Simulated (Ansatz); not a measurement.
Slab of bcc Al (100), 3 layers

The slab is cut from the bcc crystal, which needn't be the stable phase, as relaxed on PAW files (16.94 Å³/atom), with 16 Å of vacuum and a dipole correction:

```xyz
3
Lattice="3.2361 0.0000 0.0000 0.0000 3.2361 0.0000 0.0000 0.0000 19.2361" Properties=species:S:1:pos:R:3 pbc="T T T"
Al    0.0000    0.0000    8.0000
Al    1.6180    1.6180    9.6181
Al    0.0000    0.0000   11.2361
```

Level of theory: DFT with PBE, scalar-relativistic, in Ansatz 0.2.0; a Γ-centred 11×11×1 k mesh, Fermi–Dirac smearing of 0.1 eV, no spin polarisation. LAPW: all electrons, basis error target 1 meV/atom; PAW: frozen-core files, cutoff 420 eV.

The bulk energy comes from a cell in the slab's orientation on a 11×11×11 mesh. The surface energy is (E(slab) − N·E(bulk))/2A at zero smearing, the mean of both faces; thin slabs carry quantum-size effects.

The cell is 1×1, so reconstructions are forbidden, and in slabs of four or five layers the relaxations can be far larger than at a real surface.

As cut, the LAPW slab lies 1.327 eV above 3 atoms of bulk. What surface energy is that?

Over two faces of 10.47 Å² it is 63.4 meV/Å², and times 16.02 J/m² per eV/Å² that gives γ = 1.015 J/m².

What do relaxation and the other method give, and what work function comes out?



| method | γ as cut (J/m²) | γ relaxed (J/m²) | Φ as cut (eV) | Φ relaxed (eV) |
| --- | --- | --- | --- | --- |
| LAPW | 1.015 | 1.015 | 4.10 | 4.10 |
| PAW | 1.016 | 1.015 | 4.10 | 4.10 |

How do the spacings between the planes relax?

From the bottom face up: d12 -0.9 % of 1.618 Å, d23 -0.9 % of 1.618 Å.

What changes if the vacuum is set to 13 Å?

LAPW then gives: no gap, work function 4.10 eV; PAW: no gap, work function 4.10 eV.
